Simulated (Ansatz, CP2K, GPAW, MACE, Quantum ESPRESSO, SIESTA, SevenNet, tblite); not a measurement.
# tblite on Σ3 (111)[1-10] symmetric tilt boundary in YRh (48 atoms): settings against a plane-wave reference

Aim: run Σ3 (111)[1-10] symmetric tilt boundary in YRh (48 atoms) in tblite and see how near its forces come to a plane-wave reference, and at what cost.

Program: tblite 0.8.0. Level of theory: the method is named at each step. Results are calculated unless marked as measured.

### 1. The structure

The cell holds 48 atoms: 24 Y and 24 Rh. Its edges and angles: a = 4.818 Å, b = 8.345 Å, c = 24.964 Å, α = 90.0°, β = 90.0°, γ = 90.0°. It derives from YRh (CsCl-type). CsCl-type YRh (a = 3.407 Å); two grains mirrored in (111), tilt axis [1-10], misorientation 109.47 deg; 1 x 1 boundary periods, 2 lattice periods a grain, two boundaries a cell, upper grain shifted by [0, 0] of the boundary cell and opened by 0.68 Å, no atom removed; not relaxed, displaced by a Gaussian of 0.02 Å. Then every atom was moved at random, 0.02 Å r.m.s. a Cartesian component. Regions: lower grain, 24 atoms (12 Y and 12 Rh); upper grain, 24 atoms (12 Y and 12 Rh). The structure's axis is c.

The yardstick, on the same geometry:

* method: Kohn-Sham DFT, PBE, SSSP efficiency 1.3.0 pseudopotentials, plane waves (Quantum ESPRESSO 7.5); sssp-pbe-1.3.0-efficiency, cutoffs 45/360 Ry, Γ point
* r.m.s. force component: 0.4891 eV/Å
* longest force: 2.508 eV/Å
* pressure: -4.032 GPa
* time: 3.1 min on 4 MPI ranks of Arm Neoverse N1, shared host
* CPU time: 12 min

### 2. GFN1-xTB

Method: GFN1-xTB tight binding, diagonalisation.

File run.py:

```python
import numpy as np
from ase.io import read
from tblite.ase import TBLite

atoms = read("structure.xyz")
atoms.calc = TBLite(method="GFN1-xTB", electronic_temperature=580, accuracy=1.0, max_iterations=250, mixer_damping=0.1, verbosity=1)
energy = atoms.get_potential_energy()
forces = atoms.get_forces()
print(f"energy {energy:.6f} eV")
print("forces (eV/A)")
for i, (a, f) in enumerate(zip(atoms, forces)):
    print(f"{i:4d} {a.symbol:2s} {f[0]:10.5f} {f[1]:10.5f} {f[2]:10.5f}")
stress = -atoms.get_stress(voigt=False) * 160.21766
print("stress (GPa, compression positive)")
for row in stress:
    print(" ".join(f"{x:10.4f}" for x in row))
print("charges (e)")
print(np.array2string(atoms.get_charges(), precision=4, suppress_small=True, max_line_width=110, threshold=100000))
```

File structure.xyz:

```xyz
48
Lattice="4.81823 0.00000 0.00000 0.00000 8.34541 0.00000 0.00000 0.00000 24.96439" Properties=species:S:1:pos:R:3 pbc="T T T"
Y 4.79751 0.01552 0.04618
Rh 0.00323 0.01160 2.95728
Y 2.40950 4.17137 24.94442
Rh 2.40131 4.14416 2.95029
Y 2.39307 1.44593 1.93224
Rh 2.40328 1.37683 4.99188
Y 0.02674 5.57999 1.97718
Rh 0.02510 5.53743 4.91324
Y 4.76494 2.76892 3.91492
Rh 4.81399 2.78002 6.89342
Y 4.79433 0.01068 5.90782
Rh 4.81756 8.31437 8.78397
Y 2.40714 6.96182 3.90243
Rh 2.46501 6.97559 6.86895
Y 2.40767 4.21860 5.93653
Rh 2.40569 4.26409 8.80419
Y 2.43398 1.39927 7.84980
Rh 2.43388 1.36406 10.84228
Y 4.79505 5.53159 7.88101
Rh 4.78547 5.54135 10.84378
Y 0.03956 2.82484 9.82174
Rh 0.03575 2.85096 0.96288
Y 2.40709 6.97109 9.76133
Rh 2.45383 6.99504 0.96437
Y 0.00949 8.30226 12.48594
Rh 0.00535 0.01936 21.35079
Y 2.43509 4.15218 12.44749
Rh 2.39760 4.18898 21.34355
Y 2.39558 1.38651 22.28946
Rh 2.36363 1.37441 19.35364
Y 4.75029 5.54811 22.32291
Rh 0.02650 5.61204 19.35414
Y 4.80652 2.78545 20.37294
Rh 0.01980 2.76867 17.41141
Y 0.02799 0.01319 18.37803
Rh 4.80686 8.34399 15.43074
Y 2.40290 6.92335 20.39516
Rh 2.44559 6.98052 17.38820
Y 2.42930 4.19240 18.37579
Rh 2.45754 4.13198 15.46844
Y 2.42116 1.37040 16.42757
Rh 2.37958 1.37390 13.46330
Y 4.80382 5.57882 16.41234
Rh 4.80276 5.55938 13.49101
Y 4.80421 2.75991 14.46262
Rh 0.01450 2.74314 23.29452
Y 2.40690 6.98194 14.45114
Rh 2.41745 6.89765 23.31125
```

Launch:

```console
> OMP_NUM_THREADS=1 python run.py > output.txt
```

Log:

```text
------------------------------------------------------------
  cycle        total energy    energy error   density error
------------------------------------------------------------
      1     -116.6522874077  -1.1646452E+02   1.5541638E+00
      2     -118.7491454335  -2.0968580E+00   1.3769406E+00
      3     -255.8335756025  -1.3708443E+02   5.4855672E+00
      4     -272.8410946559  -1.7007519E+01   5.5603584E+00
      5     -271.8865734162   9.5452124E-01   5.5468380E+00
      6     -277.6945741958  -5.8080008E+00   5.6013259E+00
      7     -295.4183342004  -1.7723760E+01   5.7413677E+00
      8     -103.7923206392   1.9162601E+02   2.8706008E+00
      9     -72.23052977900   3.1561791E+01   4.5861388E+00
     10     -108.6506269025  -3.6420097E+01   2.7930267E+00
[... 168 lines of further cycles ...]
    179     -126.3690398761  -3.7557619E-07   1.2262615E-04
    180     -126.3690398722   3.9063792E-09   1.1314200E-04
    181     -126.3690398592   1.2991450E-08   1.2110122E-04
    182     -126.3690402141  -3.5488733E-07   9.6522041E-05
    183     -126.3690402549  -4.0860556E-08   1.2609162E-04
    184     -126.3690404246  -1.6963789E-07   8.0360068E-05
    185     -126.3690405538  -1.2918875E-07   4.9261722E-05
    186     -126.3690405804  -2.6648436E-08   5.0700631E-05
    187     -126.3690406174  -3.6963201E-08   4.1831200E-05
    188     -126.3690406399  -2.2498838E-08   1.9774698E-05
------------------------------------------------------------
 total:                                  17.562 sec
energy -3438.676746 eV
forces (eV/A)
   0 Y     0.08634   -0.95583   -1.31444
   1 Rh    0.03155   -0.05257   -0.14184
   2 Y     0.04644   -0.80083   -1.10640
   3 Rh    0.05806    0.03129   -0.06525
   4 Y     0.01559   -0.10747    0.42819
   5 Rh   -0.02171    0.09272   -0.42563
   6 Y    -0.05716   -0.01260    0.20294
   7 Rh   -0.07905    0.12453   -0.12760
   8 Y     0.16720    0.11361    0.40035
   9 Rh    0.07577    0.10032   -0.05660
  10 Y     0.19542   -0.14189   -0.00826
  11 Rh    0.08324    0.25303    0.02921
  12 Y     0.03222    0.11190    0.34197
  13 Rh   -0.31131   -0.09013   -0.03150
  14 Y    -0.03652   -0.24650   -0.18759
  15 Rh   -0.00618   -0.40016    0.13212
  16 Y    -0.10015   -0.01827    0.32804
  17 Rh   -0.08214    0.35761   -0.24467
  18 Y     0.14979    0.37384   -0.14707
  19 Rh    0.08629    0.35508   -0.16196
  20 Y    -0.03890   -0.16698    0.46726
  21 Rh   -0.15001   -0.66175    0.40681
  22 Y    -0.03230    0.09367    0.80015
  23 Rh   -0.16603   -0.67442    0.49607
[...]
40 Y    -0.03178    0.07451    0.15432
  41 Rh    0.11205    0.54650    0.40141
  42 Y     0.14777   -0.16925    0.13576
  43 Rh    0.08319    0.48252    0.29327
  44 Y     0.11219   -0.00232    0.24125
  45 Rh   -0.03921   -0.20820   -0.11200
  46 Y    -0.02923   -0.33975    0.28991
  47 Rh   -0.04545   -0.14692   -0.14781
stress (GPa, compression positive)
  -17.0949     0.0041     0.0242
    0.0041     0.0001     0.1761
    0.0242     0.1761     5.6441
charges (e)
[ 0.6241 -0.6408  0.6267 -0.6337  0.6139 -0.622   0.6148 -0.6233  0.6291 -0.6083  0.6345 -0.6205  0.6272
 -0.6002  0.6316 -0.6315  0.6322 -0.6109  0.6304 -0.6065  0.6293 -0.68    0.6357 -0.6762  0.6256 -0.612
  0.6277 -0.6204  0.6368 -0.6105  0.6352 -0.6188  0.6293 -0.6192  0.6336 -0.6322  0.6319 -0.6217  0.6307
 -0.627   0.6266 -0.6656  0.6264 -0.6735  0.6176 -0.6092  0.6145 -0.6017]
```

Elapsed: 18 s, on 1 thread of Arm Neoverse N1, shared host; peak memory 0.12 GiB.

Banners, paths, timers and routine set-up lines are dropped from the logs unmarked, and long logs keep their key lines alone; longer cuts are marked.

Compared with the plane-wave run:

- r.m.s. force component: 0.3342 eV/Å
- r.m.s. difference of force components: 403.3 meV/Å
- longest difference of force vectors: 2133 meV/Å
- force difference over r.m.s. force: 82.45 %
- slope of forces against the reference's: 0.3935
- correlation of force components: 0.5759
- pressure: -3.817 GPa
- pressure difference: 0.2151 GPa

Length of the force difference by element (eV/Å):

| element | atoms | mean | most |
| --- | --- | --- | --- |
| Rh | 24 | 0.33 | 1.1 |
| Y | 24 | 0.58 | 2.1 |

Local excerpt of 12 atoms (numbers count through the whole input) about Rh22, whose charge lies farthest from its element's mean; x, y, z are measured from there.

```csv
atom,x,y,z,distance (Å),bonds,Mulliken charge (e),Fx,Fy,Fz (eV/Å)
Rh22,0.00,0.00,0.00,0.00,11,-0.68,-0.15,-0.66,0.41
Rh46,-0.02,-0.11,-2.63,2.64,11,-0.61,-0.04,-0.21,-0.11
Y3,2.37,1.32,-0.98,2.89,11,0.63,0.05,-0.80,-1.11
Y5,2.36,-1.41,0.97,2.91,13,0.61,0.02,-0.11,0.43
Y7,-0.01,2.73,1.01,2.91,13,0.61,-0.06,-0.01,0.20
Y3,-2.44,1.32,-0.98,2.95,11,0.63,0.05,-0.80,-1.11
Y9,-0.09,-0.08,2.95,2.95,14,0.63,0.17,0.11,0.40
Y1,-0.06,-2.84,-0.92,2.98,9,0.62,0.09,-0.96,-1.31
Y5,-2.46,-1.41,0.97,2.99,13,0.61,0.02,-0.11,0.43
Rh4,2.37,1.29,1.99,3.35,14,-0.63,0.06,0.03,-0.07
Rh4,-2.45,1.29,1.99,3.41,14,-0.63,0.06,0.03,-0.07
Rh2,-0.03,-2.84,1.99,3.47,14,-0.64,0.03,-0.05,-0.14
```

Atoms are counted from 1 here, from 0 in the log.

Forces lie 82 % from the reference's, at 0.025 times its CPU time (on 1 against 4 cores); the SCF took 188 steps, which the time reflects.

### 3. Summary of results

| Quantity | Value |
| --- | --- |
| force difference from the reference | tblite GFN1-xTB, 82 % |
| its CPU time | 18 s |

What this shows: Tight binding differs by 82 % (tblite GFN1-xTB); it is another model, with fitted parameters of its own, and the xTB methods hold dispersion. tblite GFN1-xTB needed 188 SCF steps, so its time overstates the method's usual cost. One electronic-structure run takes under half the reference's CPU time: tblite GFN1-xTB, at 82 % in 18 s against 12 min, too far off to be of use. Periodic xTB results under one method name differ between programs and library versions. The reference's pressure holds the uncorrected Pulay stress of its 45 Ry basis, so small pressure differences, and their order, may be the reference's own error. The cell is under 6 Å thick along one periodic direction, so every atom has periodic images of itself close by, which move with it and show among its neighbours and in g(r). The reference's stress is far from hydrostatic: its diagonal is -16.4, 2.5, 1.9 GPa, compression counted positive. The host structure and its lattice constant were typed by rule, without a check against the phase diagram. The reference's pressure of -4.0 GPa belongs to a cell and atoms that aren't relaxed at this level. The electronic-structure runs sample only Γ, in a cell whose shortest periodic width is 5 Å, which is coarse for a cell with partly filled levels.

[Also dropped from logs without a mark: logging warnings of Python, and SIESTA's first energy breakdown and zero terms.]

[Logs are printed without paths, hosts, clocks, repeated set-up lines and the standing remarks that a program may print on its own settings, such as how far it seeks lower states.]

[Hosts, paths, dates, database ids (printed as entryN), source tags and the programs' standing remarks are cut or masked in the printed files.]
